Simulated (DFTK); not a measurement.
## Na under changes of volume

One of the cells (39.256 Å³/atom); the others are scaled copies at fixed shape and fractional positions:

```
CELL_PARAMETERS angstrom
-2.14100 2.14100 2.14100
2.14100 -2.14100 2.14100
2.14100 2.14100 -2.14100
ATOMIC_POSITIONS crystal
Na 0.00000 0.00000 0.00000
```

* Program: DFTK 0.8.2
* Functional: BLYP
* Potentials or basis: dojo.nc.sr.pbe.v0_4_1.standard.upf (PBE)
* Cutoff: 1197 eV
* k mesh: 6 × 6 × 6
* Occupations: fermi-dirac, width 0.05 eV
* Spin: no spin polarisation

```csv
volume (Å³/atom),energy over the lowest point (meV/atom),pressure (GPa)
36.901,0.45,0.1
37.686,0.00,0.0
38.471,0.28,-0.1
39.256,1.20,-0.3
40.041,2.72,-0.4
40.827,?,?
41.612,7.30,-0.6
```

What does the run at 40.827 Å³/atom give?

Energy over the lowest point 4.77 meV/atom; pressure -0.5 GPa.

Worked out: A Birch-Murnaghan fit of order 3 (a polynomial in V^(-2/3)) to the other rows has its minimum at 37.77 Å³/atom with B0 = V·E''(V) = 7.0 GPa and B' = 3.9. It gives 4.77 meV/atom at 40.827 Å³/atom, against the run's 4.77, and -dE/dV = -0.5 GPa, against -0.5.

Energies are extrapolated to zero smearing.

Caveats: the potentials were made for another functional, which shifts forces and pressure.
